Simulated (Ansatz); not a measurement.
An Ansatz input:

```yaml
crystal:
  lattice:
    - [0.0, 2.4322909982, 2.4322909982]
    - [2.4322909982, 0.0, 2.4322909982]
    - [2.4322909982, 2.4322909982, 0.0]
  atoms:
    - { symbol: In, position: [0.0, 0.0, 0.0] }
hamiltonian:
  xc: rpbe
  pseudopotentials:
    kind: paw
    azcp:
      In: "pseudopotentials/In.paw.azcp"
basis:
  ecutwfc: 420
  fft_grid_basis: typed
kpoints:
  mp_grid: { grid: [18, 18, 18], shift: [0, 0, 0] }
magnetization:
  spin_polarized: false
scf:
  occupations: { method: fermi_dirac, width: 0.1 }
```

and its output:

```
Engine: ansatz 0.2.0, aarch64-unknown-linux-gnu
Pseudopotentials: kind: paw
Pseudopotential: In, paw, valence charge 13, recommended cutoff 420 eV (normal) 
Functional definition: RPBE
  parameter kappa = 0.804
  parameter beta = 0.06672455060314922
  exchange = rpbe_x(kappa = kappa, mu = beta*pi^2/3)
  correlation = pbe_c(beta = beta)
Crystal: 1 atoms, lattice volume = 28.779 Å³
Basis set: ecut = 420 eV, 537 PW (Γ)
Bands: 11, of which v1, the nominal top of the filled ones, is band 7 counted from 1 (6 counted from 0)
Symmetry: 48 space group operations
Space group: Fm-3m (ITA 225), of the structure as read, at distance tolerance 3.1e-5 Å
k-points: 195 of 5832
Non-local potential: In, projectors of the file, l = 0: 2, l = 1: 2, l = 2: 2, l = 3: 2
PAW form: soft (Blöchl's): semilocal exchange-correlation on the pseudo side does not see the compensation charge
PAW frozen core: In, regenerated for the run's functional, and the local potential with it (the file was generated under x = pbe(κ = 0.804, μ = 0.2195149727645171), c = pbe(β = 0.06672455060314922))
PAW one-centre angular grid: In, 590 points (default); XC on 64 Gauss nodes
Initial density: superposition of atomic densities (neutral atoms: chi_scale 0, normalization atom), corrected by the library's trained network
Initial wavefunctions: pseudopotential atomic-orbital guess
Functional: x = rpbe, c = pbe(β = 0.06672455060314922)
SCF iter   1: F=—  HF=-5606.279999 eV  |F-HF|=—  |Δ(HF+E_count)|=         —  Δρ=3.77e-3  dr2=2.07e-3  ethr=1.77e-3  ⟨swp⟩=4.9  Hψ=12561  notcnv=0
SCF iter   2: F=—  HF=-5606.279326 eV  |F-HF|=—  |Δ(HF+E_count)|=   6.72e-4  Δρ=1.58e-3  dr2=3.84e-4  ethr=1.60e-5  ⟨swp⟩=2.5  Hψ=4845  notcnv=0
SCF iter   3: F=—  HF=-5606.279374 eV  |F-HF|=—  |Δ(HF+E_count)|=   4.76e-5  Δρ=4.85e-4  dr2=3.83e-5  ethr=2.95e-6  ⟨swp⟩=1.0  Hψ=2102  notcnv=0
SCF iter   4: F=—  HF=-5606.279374 eV  |F-HF|=—  |Δ(HF+E_count)|=   7.02e-8  Δρ=3.86e-5  dr2=1.89e-7  ethr=2.95e-7  ⟨swp⟩=2.3  Hψ=3176  notcnv=0
iter 5 did not close the SCF: its close was put off for the readings that it lacked (scf_convergence_deferred on its scf_iter line)
SCF iter   5: F=-5606.279375 eV  HF=-5606.279375 eV  |F-HF|=1.89e-8  |Δ(HF+E_count)|=   6.75e-7  Δρ=1.25e-5  dr2=2.31e-8  ethr=1.45e-9  ⟨swp⟩=2.0  Hψ=2442  notcnv=0
SCF iter   6: F=-5606.279375 eV  HF=-5606.279375 eV  |F-HF|=5.03e-10  |Δ(HF+E_count)|=   5.97e-9  Δρ=2.07e-6  dr2=5.32e-10  ethr=1.78e-10  ⟨swp⟩=1.0  Hψ=6228  notcnv=0
SCF 1 converged in 6 iterations: F = -5606.279375 eV  dr2 = 5.32e-10
SCF converged after 6 iterations
Free energy (F): -5606.279375 eV
Harris-Foulkes:  -5606.279375 eV  (|F-HF|=5.03e-10)
Internal energy: -5606.264157 eV  (E = F + TS)
E sigma→0 (E₀):  -5606.271766 eV
Entropy (-TS):   -0.015218 eV (-15.218 meV/atom)
Fermi energy:    9.122879 eV
--- Per-component energies (eV) ---
  E_band       = -37.598474
  E_kinetic    = 240.199612
  E_local      = -1132.570597  (includes V_loc(G=0)·N_el)
  E_nonlocal   = 365.757574
  E_hartree    = 443.304706
  E_xc         = -215.952557
  E_vxc        = -98.790452  (∫ρ·V_xc dr)
  E_paw        = -4160.266127  (= ΣΔE_a)
  E_vpaw       = -298.804828  (= ΣTr[D̂ρ^β])
  E_aug_tail   = 0.000026  (compensation charges beyond the density's cutoff)
  E_ewald      = -1146.804150
  E_core_change = 0.067356  (= ΣΔE_core)
  E_smearing   = -0.015218  (= −TS)
  E_closure    = 0.000000  (closes the sum)
  Σ components = -5606.279375   (vs F -5606.279375, Δ=0.00e0)
```

Command:

```sh
ansatz run input.yaml --threads 2 --pin off --max-ram 5120MiB --backend cpu --events-out ev --progress --plain --runs-dir out
```

On 2 threads of Arm Neoverse V2 (shared host) this took about 1.1 s of wall time and 2.1 s of CPU time.
